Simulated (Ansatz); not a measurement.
Density of states of a SiC cell (elements on a diamond lattice, relaxed), per eV and atom, broadened by Gaussian smearing of width 0.1 eV and averaged over bins of 0.4 eV, from 8 eV under the Fermi level at most up to where the solved bands end.

These are results of DFT PBE, scalar-relativistic, plane waves, PAW (Ansatz), not measurements.

Cutoff 420 eV; k points 6×6×5 on the computed 24-atom cell (Γ-centred); Gaussian smearing, width 0.10 eV; no spin polarisation.

```
C Si
1.0
    -4.49184   -3.89153    0.33235
    -0.72077    4.19000    5.27203
    -4.25444    3.98836   -4.33218
C Si
12 12
Direct
  0.55258 0.12064 0.97920
  0.37247 0.18517 0.63643
  0.71559 0.38021 0.37322
  0.15127 0.31290 0.35492
  0.03933 0.58631 0.15430
  0.37673 0.17721 0.86119
  0.63287 0.28652 0.55639
  0.17046 0.29215 0.57066
  0.95361 0.42760 0.30396
  0.13341 0.49973 0.97330
  0.50851 0.99029 0.12447
  0.08056 0.09370 0.24696
  0.09090 0.04319 0.98274
  0.85214 0.14672 0.63421
  0.43005 0.45386 0.96676
  0.72260 0.54887 0.71138
  0.12671 0.56056 0.71647
  0.75590 0.94073 0.24929
  0.22565 0.86806 0.25581
  0.87095 0.24791 0.93074
  0.47483 0.48612 0.28866
  0.84368 0.70758 0.03032
  0.65055 0.80537 0.53664
  0.29581 0.88186 0.56910
```

```
E − E_F (eV) total C 2p Si 3p Si 3s C 2s
       -7.85  0.282  0.141  0.060  0.062  0.018
       -7.45  0.254  0.133  0.056  0.049  0.015
       -7.05  0.318  0.174  0.074  0.052  0.016
       -6.65  0.308  0.170  0.080  0.042  0.014
       -6.25  0.338  0.191  0.089  0.040  0.015
       -5.85  0.323  0.175  0.096  0.037  0.013
       -5.45  0.359  0.195  0.112  0.035  0.015
       -5.05  0.324  0.168  0.112  0.030  0.012
       -4.65  0.381  0.183  0.144  0.037  0.014
       -4.25  0.325  0.151  0.129  0.030  0.011
       -3.85  0.355  0.160  0.149  0.032  0.011
       -3.45  0.331  0.144  0.148  0.026  0.009
       -3.05  0.338  0.146  0.156  0.023  0.008
       -2.65  0.370  0.162  0.173  0.021  0.009
       -2.25  0.339  0.143  0.162  0.019  0.008
       -1.85  0.345  0.149  0.162  0.019  0.008
       -1.45  0.283  0.119  0.136  0.015  0.007
       -1.05  0.293  0.102  0.158  0.017  0.007
       -0.65  0.221  0.070  0.118  0.018  0.007
       -0.25  0.159  0.046  0.078  0.020  0.007
        0.15  0.170  0.044  0.081  0.024  0.009
        0.55  0.166  0.048  0.073  0.021  0.011
        0.95  0.183  0.049  0.076  0.026  0.013
        1.35  0.342  0.090  0.148  0.045  0.022
        1.75  0.298  0.085  0.123  0.036  0.019
        2.15  0.257  0.069  0.104  0.032  0.017
        2.55  0.340  0.077  0.142  0.043  0.024
```

The columns after the total are the largest Löwdin projections on the valence shells of the potentials, so they needn't add up, and the weight of a shell that a potential lacks goes to other orbitals. The cell has no gap on the mesh.

This form isn't the usual stable structure of the compound.

Cost: 2 runs of about 11 core-minutes in all (earlier runs that led there not counted), on Intel Xeon 6975P-C (Granite Rapids) (shared hosts).